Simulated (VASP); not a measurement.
# MgS in VASP: relaxing the cell with several functionals

Cell and atoms of MgS (wurtzite) are relaxed with PBEsol and LDA. The results are then set beside those of Ansatz 0.2.0 from the same starts. This is a trial cell built on a prototype, not taken from a measured structure, and it needn't be the compound's ground state.

Code: VASP 6.6.1. PAW datasets, plane waves, zero pressure. No spin polarisation. The prototype was imposed, so other structures may be more stable.

## 1. The system as given

The cell comes from an earlier relaxation with PBE in another program.

It is hexagonal, P6_3mc (No. 186); a = 4.054 Å, c = 6.491 Å in the conventional setting, 23.10 Å³ an atom. Near Mg stand 4 S at 2.46–2.47 Å; near S stand 4 Mg at 2.46–2.47 Å.

As a file:

Space group P6_3mc (No. 186). a = 4.054 Å, b = 4.054 Å, c = 6.491 Å, α = 90.00°, β = 90.00°, γ = 120.00°
```csv
atom,site,symmetry,x,y,z
Mg,2b,3m.,0.3333,0.6667,0.9971
S,2b,3m.,0.3333,0.6667,0.3779
```

## 2. Relaxing with PBEsol

Contents of INCAR:

```
ENCUT = 600.000000
SIGMA = 0.020000
EDIFF = 1.00e-07
EDIFFG = -5.00e-03
GGA = PS
PREC = Accurate
IBRION = 2
ISIF = 3
ISMEAR = -1
NBANDS = 16
NELM = 120
NSW = 40
LASPH = .TRUE.
LCHARG = .FALSE.
LWAVE = .FALSE.
LREAL = .FALSE.
```

Contents of KPOINTS:

```
KPOINTS created by Atomic Simulation Environment
0
Gamma
6 6 4
0 0 0
```

Contents of POSCAR:

```
Mg S
 1.0000000000000000
     4.0537796459748261   -0.0000000000000000   -0.0000000000000000
    -2.0268898229874130    3.5106761547584879    0.0000000000000000
    -0.0000000000000000    0.0000000000000000    6.4914992609623372
 Mg  S
   2   2
Cartesian
  0.0000000000000000  2.3404507698389918 -0.0190911779463834
  2.0268898229874130  1.1702253849194959  3.2266584525347852
 -0.0000000000000000  2.3404507698389918  2.4534034008072596
  2.0268898229874130  1.1702253849194959  5.6991530312884278
```

Potentials: the recommended PBE PAW datasets, 16 valence electrons in the neutral cell.

The run is started by

```bash
mpirun -np 1 vasp_std
```

The first run moved the cell so far that it was started again from its end, on a fresh basis. The second run's POSCAR:

```
Mg S
 1.0000000000000000
     4.0259111373446235    0.0000000000000000   -0.0000000000000000
    -2.0129555686723117    3.4865413183191465   -0.0000000000000000
    -0.0000000000000000    0.0000000000000000    6.4178172851930730
 Mg  S
   2   2
Cartesian
  0.0000000000000143  2.3243608788794226  6.3950617831900471
  2.0129555686722975  1.1621804394397237  3.1861531405935106
  0.0000000000000143  2.3243608788794226  2.4294369839504286
  2.0129555686722975  1.1621804394397237  5.6383456265469665
```

The files below are the second run's.

Standard output, without the iteration lines:

```text
POSCAR found type information on POSCAR MgS
 POSCAR found :  2 types and       4 ions
 -----------------------------------------------------------------------------
|                                                                             |
|                                                                             |
|     You enforced a specific xc type in the INCAR file but a different       |
|     I HOPE YOU KNOW WHAT YOU ARE DOING!                                     |
|                                                                             |
 -----------------------------------------------------------------------------

 LDA part: xc-table for (Slater+PW92), standard interpolation
 POSCAR, INCAR and KPOINTS ok, starting setup
 FFT: planning ... GRIDC
 FFT: planning ... GRID_SOFT
 FFT: planning ... GRID
 WAVECAR not read
 WARNING: random wavefunctions but no delay for mixing, default for NELMDL
 entering main loop
 curvature:   0.00 expect dE= 0.000E+00 dE for cont linesearch  0.000E+00
 search vector abs. value=  0.687E-06
 reached required accuracy - stopping structural energy minimisation
```

OSZICAR:

```text
N       E                     dE             d eps       ncg     rms          rms(c)
DAV:   1     0.624371285449E+02    0.62437E+02   -0.63229E+03   672   0.900E+02
DAV:   2    -0.126992606241E+02   -0.75136E+02   -0.68057E+02   960   0.136E+02
DAV:   3    -0.187493885928E+02   -0.60501E+01   -0.60264E+01   952   0.426E+01
DAV:   4    -0.188213256065E+02   -0.71937E-01   -0.71924E-01   808   0.568E+00
DAV:   5    -0.188226015795E+02   -0.12760E-02   -0.12760E-02   912   0.771E-01    0.531E+00
DAV:   6    -0.179442603145E+02    0.87834E+00   -0.13032E+00   728   0.525E+00    0.388E+00
DAV:   7    -0.178687279866E+02    0.75532E-01   -0.32522E-01   824   0.265E+00    0.279E+00
DAV:   8    -0.178752940163E+02   -0.65660E-02   -0.29426E-02   728   0.111E+00    0.173E+00
DAV:   9    -0.178729270298E+02    0.23670E-02   -0.39988E-03   816   0.407E-01    0.398E-01
DAV:  10    -0.178731413596E+02   -0.21433E-03   -0.10637E-03   840   0.149E-01    0.405E-02
DAV:  11    -0.178731619337E+02   -0.20574E-04   -0.53556E-05   832   0.394E-02    0.596E-02
DAV:  12    -0.178731621257E+02   -0.19202E-06   -0.64167E-06   848   0.131E-02    0.635E-03
DAV:  13    -0.178731628836E+02   -0.75788E-06   -0.71971E-07   776   0.441E-03    0.268E-03
DAV:  14    -0.178731628541E+02    0.29479E-07   -0.28586E-08   696   0.939E-04
   1 F= -.17873163E+02 E0= -.17873163E+02  d E =-.178732E+02
```

OUTCAR, selected sections:

```text
k-points           NKPTS =     21   k-points in BZ     NKDIM =     21   number of bands    NBANDS=     16

   NELECT =      16.0000    total number of electrons

   dimension x,y,z NGX =    32 NGY =   32 NGZ =   54
   dimension x,y,z NGXF=    64 NGYF=   64 NGZF=  108

  energy-cutoff  :      600.00
  volume of cell :       90.08
      direct lattice vectors                 reciprocal lattice vectors
     4.025911137  0.000000000  0.000000000     0.248390977  0.143408597  0.000000000
    -2.012955569  3.486541318  0.000000000     0.000000000  0.286817195  0.000000000
     0.000000000  0.000000000  6.417817285     0.000000000  0.000000000  0.155816215

 k-points in reciprocal lattice and weights: KPOINTS created by Atomic Simulation Env
   0.00000000  0.00000000  0.00000000       0.007
   0.16666667  0.00000000  0.00000000       0.042
   0.33333333  0.00000000  0.00000000       0.042
   0.50000000 -0.00000000  0.00000000       0.021
   0.16666667  0.16666667  0.00000000       0.042
   0.33333333  0.16666667  0.00000000       0.083
   0.33333333  0.33333333  0.00000000       0.014
   0.00000000  0.00000000  0.25000000       0.014
[... 13 more k-points ...]

 E-fermi :   1.6055

 k-point     1 :       0.0000    0.0000    0.0000
  band No.  band energies     occupation
      1     -10.2572      2.00000
      2      -9.5027      2.00000
      3      -2.1304      2.00000
      4       0.5934      2.00000
      5       0.5934      2.00000
      6       1.0213      2.00000
      7       1.0213      2.00000
      8       1.1663      2.00000
      9       4.4810      0.00000
     10       5.7586      0.00000
     11       8.5795      0.00000
     12       8.5795      0.00000
     13       9.3367      0.00000
     14       9.6210      0.00000
     15       9.6210      0.00000
     16      10.1691      0.00000

 k-point     2 :       0.1667    0.0000    0.0000
  band No.  band energies     occupation
      1     -10.1209      2.00000
      2      -9.4377      2.00000
      3      -1.9131      2.00000
      4      -0.1891      2.00000
      5       0.2154      2.00000
      6       0.3820      2.00000
      7       0.9559      2.00000
      8       1.0494      2.00000
      9       5.4425      0.00000
     10       6.5166      0.00000
     11       8.0074      0.00000
     12       8.4947      0.00000
     13       9.1238      0.00000
     14       9.2800      0.00000
     15       9.7684      0.00000
     16       9.8028      0.00000

 k-point     3 :       0.3333    0.0000    0.0000
  band No.  band energies     occupation
      1      -9.7956      2.00000
      2      -9.3294      2.00000
      3      -1.4795      2.00000
      4      -1.2352      2.00000
      5      -0.8478      2.00000
      6       0.0484      2.00000
      7       0.6457      2.00000
      8       0.7887      2.00000
      9       6.0668      0.00000
     10       6.5168      0.00000
     11       7.0837      0.00000
     12       8.7402      0.00000
     13       8.8218      0.00000
     14       9.5423      0.00000
     15       9.7445      0.00000
     16      11.2307      0.00000

 k-point     4 :       0.5000   -0.0000    0.0000
  band No.  band energies     occupation
      1      -9.5702      2.00000
      2      -9.3201      2.00000
      3      -1.9034      2.00000
      4      -1.3144      2.00000
      5      -0.7609      2.00000
      6      -0.0933      2.00000
      7       0.2040      2.00000
      8       0.7018      2.00000
      9       5.7647      0.00000
     10       6.2347      0.00000
     11       6.8795      0.00000
     12       8.5660      0.00000
     13       9.3657      0.00000
     14       9.7491      0.00000
     15      10.1713      0.00000
     16      12.1523      0.00000

[... the tables of k-points 5 to 21 left out ...]

  Total        0.0011898      0.0011898      0.0047961      0.0000000      0.0000000      0.0000000
  in kB        0.0211615      0.0211615      0.0853003      0.0000000      0.0000000      0.0000000
  external PRESSURE =       0.0425411 kB  Pullay stress =       0.0000000 kB

 POSITION                                       TOTAL-FORCE (eV/Angst)
 -----------------------------------------------------------------------------------
      0.00000      2.32436      6.39506         0.000000      0.000000     -0.001395
      2.01296      1.16218      3.18615         0.000000     -0.000000     -0.001395
      0.00000      2.32436      2.42944         0.000000      0.000000      0.001395
      2.01296      1.16218      5.63835        -0.000000      0.000000      0.001395
 -----------------------------------------------------------------------------------
    total drift:                               -0.000000     -0.000000      0.000152

  FREE ENERGIE OF THE ION-ELECTRON SYSTEM (eV)
  ---------------------------------------------------
  free  energy   TOTEN  =       -17.8731628541 eV

  energy  without entropy=      -17.8731628541  energy(sigma->0) =      -17.87316285
```

CONTCAR

```
Mg S
   1.00000000000000
     4.0259111373446235    0.0000000000000000    0.0000000000000000
    -2.0129555686723117    3.4865413183191465    0.0000000000000000
     0.0000000000000000    0.0000000000000000    6.4178172851930730
  Mg              S
     2     2
Direct
     0.3333333333333357    0.6666666666666643    0.9964543238001582
     0.6666666666666643    0.3333333333333357    0.4964543238001582
     0.3333333333333357    0.6666666666666643    0.3785456761998418
     0.6666666666666643    0.3333333333333357    0.8785456761998418

  0.00000000E+00  0.00000000E+00  0.00000000E+00
  0.00000000E+00  0.00000000E+00  0.00000000E+00
  0.00000000E+00  0.00000000E+00  0.00000000E+00
  0.00000000E+00  0.00000000E+00  0.00000000E+00
```

Hardware: 1 MPI rank of Intel Xeon 6975P-C, shared host.

|  | before | after | change |
| --- | --- | --- | --- |
| a (Å) | 4.054 | 4.026 | -0.69 % |
| c (Å) | 6.491 | 6.418 | -1.14 % |
| volume (Å³/atom) | 23.096 | 22.521 | -2.49 % |
| shortest distance (Å) | 2.465 | 2.444 | -0.83 % |
| space group | P6_3mc | P6_3mc | same |

## 3. LDA: cell and atoms

Changes to INCAR since step 2:

```diff
@@ -4,3 +4,3 @@
 EDIFFG = -5.00e-03
-GGA = PS
+GGA = CA
 PREC = Accurate
```

KPOINTS is that of step 2.

POSCAR is that of step 2.

Potentials: the recommended LDA PAW datasets, 16 valence electrons in the neutral cell.

The run is started by

```bash
mpirun -np 1 vasp_std
```

The first run moved the cell so far that it was started again from its end, on a fresh basis. The second run's POSCAR:

```
Mg S
 1.0000000000000000
     3.9762429452003385   -0.0000000000000000   -0.0000000000000000
    -1.9881214726001692    3.4435274021621494    0.0000000000000000
    -0.0000000000000000   -0.0000000000000000    6.3565956233421002
 Mg  S
   2   2
Cartesian
  0.0000000000000144  2.2956849347747581  6.3365181526197061
  1.9881214726001550  1.1478424673873913  3.1582203409486560
  0.0000000000000144  2.2956849347747581  2.4038008294756823
  1.9881214726001550  1.1478424673873913  5.5820986411467315
```

The files below are the second run's.

Printed to the terminal (iteration lines stand in OSZICAR):

```text
POSCAR found type information on POSCAR MgS
 POSCAR found :  2 types and       4 ions
 LDA part: xc-table for (Slater(with rela. corr.)+CA(PZ))
 , standard interpolation
 POSCAR, INCAR and KPOINTS ok, starting setup
 FFT: planning ... GRIDC
 FFT: planning ... GRID_SOFT
 FFT: planning ... GRID
 WAVECAR not read
 WARNING: random wavefunctions but no delay for mixing, default for NELMDL
 entering main loop
 curvature:   0.00 expect dE= 0.000E+00 dE for cont linesearch  0.000E+00
 search vector abs. value=  0.493E-05
 reached required accuracy - stopping structural energy minimisation
```

OSZICAR:

```text
N       E                     dE             d eps       ncg     rms          rms(c)
DAV:   1     0.663102241775E+02    0.66310E+02   -0.65640E+03   672   0.913E+02
DAV:   2    -0.131832744368E+02   -0.79493E+02   -0.73033E+02   976   0.142E+02
DAV:   3    -0.198413551207E+02   -0.66581E+01   -0.66302E+01   904   0.450E+01
DAV:   4    -0.199237087584E+02   -0.82354E-01   -0.82337E-01   880   0.601E+00
DAV:   5    -0.199252117516E+02   -0.15030E-02   -0.15030E-02   880   0.838E-01    0.588E+00
DAV:   6    -0.189342944963E+02    0.99092E+00   -0.14712E+00   720   0.559E+00    0.440E+00
DAV:   7    -0.188318917356E+02    0.10240E+00   -0.32643E-01   864   0.267E+00    0.312E+00
DAV:   8    -0.188268408553E+02    0.50509E-02   -0.34598E-02   720   0.104E+00    0.195E+00
DAV:   9    -0.188233089587E+02    0.35319E-02   -0.62424E-03   784   0.442E-01    0.364E-01
DAV:  10    -0.188233616192E+02   -0.52660E-04   -0.31615E-04   944   0.862E-02    0.131E-01
DAV:  11    -0.188233712396E+02   -0.96205E-05   -0.47493E-05   824   0.347E-02    0.517E-02
DAV:  12    -0.188233705734E+02    0.66620E-06   -0.38184E-06   824   0.996E-03    0.244E-02
DAV:  13    -0.188233706327E+02   -0.59284E-07   -0.60178E-07   808   0.399E-03
   1 F= -.18823371E+02 E0= -.18823371E+02  d E =-.188234E+02
```

OUTCAR, selected sections:

```text
k-points           NKPTS =     21   k-points in BZ     NKDIM =     21   number of bands    NBANDS=     16

   NELECT =      16.0000    total number of electrons

   dimension x,y,z NGX =    32 NGY =   32 NGZ =   54
   dimension x,y,z NGXF=    64 NGYF=   64 NGZF=  108

  energy-cutoff  :      600.00
  volume of cell :       87.04
      direct lattice vectors                 reciprocal lattice vectors
     3.976242945  0.000000000  0.000000000     0.251493687  0.145199948  0.000000000
    -1.988121473  3.443527402  0.000000000     0.000000000  0.290399896  0.000000000
     0.000000000  0.000000000  6.356595623     0.000000000  0.000000000  0.157316913

 k-points in reciprocal lattice and weights: KPOINTS created by Atomic Simulation Env
   0.00000000  0.00000000  0.00000000       0.007
   0.16666667  0.00000000  0.00000000       0.042
   0.33333333  0.00000000  0.00000000       0.042
   0.50000000  0.00000000  0.00000000       0.021
   0.16666667  0.16666667  0.00000000       0.042
   0.33333333  0.16666667  0.00000000       0.083
   0.33333333  0.33333333  0.00000000       0.014
   0.00000000  0.00000000  0.25000000       0.014
[... 13 more k-points ...]

 E-fermi :   1.7204

 k-point     1 :       0.0000    0.0000    0.0000
  band No.  band energies     occupation
      1     -10.2293      2.00000
      2      -9.4137      2.00000
      3      -2.1680      2.00000
      4       0.7002      2.00000
      5       0.7002      2.00000
      6       1.1416      2.00000
      7       1.1416      2.00000
      8       1.2735      2.00000
      9       4.6637      0.00000
     10       5.8789      0.00000
     11       8.6764      0.00000
     12       8.6764      0.00000
     13       9.4137      0.00000
     14       9.7466      0.00000
     15       9.7466      0.00000
     16      10.3958      0.00000

 k-point     2 :       0.1667    0.0000    0.0000
  band No.  band energies     occupation
      1     -10.0818      2.00000
      2      -9.3416      2.00000
      3      -1.9415      2.00000
      4      -0.1282      2.00000
      5       0.2993      2.00000
      6       0.4763      2.00000
      7       1.0730      2.00000
      8       1.1532      2.00000
      9       5.6432      0.00000
     10       6.6492      0.00000
     11       8.1148      0.00000
     12       8.6023      0.00000
     13       9.2375      0.00000
     14       9.3910      0.00000
     15       9.8838      0.00000
     16       9.9166      0.00000

 k-point     3 :       0.3333    0.0000    0.0000
  band No.  band energies     occupation
      1      -9.7278      2.00000
      2      -9.2203      2.00000
      3      -1.4802      2.00000
      4      -1.2341      2.00000
      5      -0.8188      2.00000
      6       0.1259      2.00000
      7       0.7313      2.00000
      8       0.8963      2.00000
      9       6.1341      0.00000
     10       6.6482      0.00000
     11       7.1802      0.00000
     12       8.9072      0.00000
     13       8.9141      0.00000
     14       9.6901      0.00000
     15       9.9133      0.00000
     16      11.3970      0.00000

 k-point     4 :       0.5000    0.0000    0.0000
  band No.  band energies     occupation
      1      -9.4799      2.00000
      2      -9.2089      2.00000
      3      -1.9259      2.00000
      4      -1.3090      2.00000
      5      -0.7368      2.00000
      6      -0.0223      2.00000
      7       0.2637      2.00000
      8       0.8046      2.00000
      9       5.8075      0.00000
     10       6.2974      0.00000
     11       7.0052      0.00000
     12       8.6513      0.00000
     13       9.5608      0.00000
     14       9.9312      0.00000
     15      10.3039      0.00000
     16      12.3445      0.00000

[... the tables of k-points 5 to 21 left out ...]

  Total        0.0114272      0.0114272     -0.0031036      0.0000000      0.0000000     -0.0000000
  in kB        0.2103539      0.2103539     -0.0571318      0.0000000      0.0000000     -0.0000000
  external PRESSURE =       0.1211920 kB  Pullay stress =       0.0000000 kB

 POSITION                                       TOTAL-FORCE (eV/Angst)
 -----------------------------------------------------------------------------------
      0.00000      2.29568      6.33652        -0.000000      0.000000     -0.002936
      1.98812      1.14784      3.15822         0.000000      0.000000     -0.002936
      0.00000      2.29568      2.40380        -0.000000     -0.000000      0.002936
      1.98812      1.14784      5.58210         0.000000      0.000000      0.002936
 -----------------------------------------------------------------------------------
    total drift:                                0.000000      0.000000      0.000527

  FREE ENERGIE OF THE ION-ELECTRON SYSTEM (eV)
  ---------------------------------------------------
  free  energy   TOTEN  =       -18.8233706327 eV

  energy  without entropy=      -18.8233706327  energy(sigma->0) =      -18.82337063
```

CONTCAR

```
Mg S
   1.00000000000000
     3.9762429452003385    0.0000000000000000    0.0000000000000000
    -1.9881214726001692    3.4435274021621494    0.0000000000000000
     0.0000000000000000    0.0000000000000000    6.3565956233421002
  Mg              S
     2     2
Direct
     0.3333333333333357    0.6666666666666643    0.9968414742871659
     0.6666666666666643    0.3333333333333357    0.4968414742871659
     0.3333333333333357    0.6666666666666643    0.3781585257128341
     0.6666666666666643    0.3333333333333357    0.8781585257128341

  0.00000000E+00  0.00000000E+00  0.00000000E+00
  0.00000000E+00  0.00000000E+00  0.00000000E+00
  0.00000000E+00  0.00000000E+00  0.00000000E+00
  0.00000000E+00  0.00000000E+00  0.00000000E+00
```

Hardware: 1 MPI rank of Intel Xeon 6975P-C, shared host.

```
                       before   after   change
                a (Å)   4.054   3.976  -1.91 %
                c (Å)   6.491   6.357  -2.08 %
     volume (Å³/atom)  23.096  21.759  -5.79 %
shortest distance (Å)   2.465   2.416  -1.96 %
          space group  P6_3mc  P6_3mc     same
```

## 4. The relaxed cells

```
 level  a (Å)  c (Å)  volume (Å³/atom)  space group  Ansatz: volume (Å³/atom)
PBEsol  4.026  6.418            22.521       P6_3mc                    22.543
   LDA  3.976  6.357            21.759       P6_3mc                    21.864
```

The PBEsol run changed the volume by -2.5 % from its own start of 23.10 Å³/atom. LDA gives the smallest cell and PBEsol the largest, 3.5 % apart in volume. The two programs differ by at most 0.48 % in volume, much less than the spread of the functionals. Datasets and cutoffs are each program's own. VASP's cell holds 16 valence electrons and Ansatz's 32. LDA means the Perdew–Zunger form in VASP and the Perdew–Wang form in Ansatz.
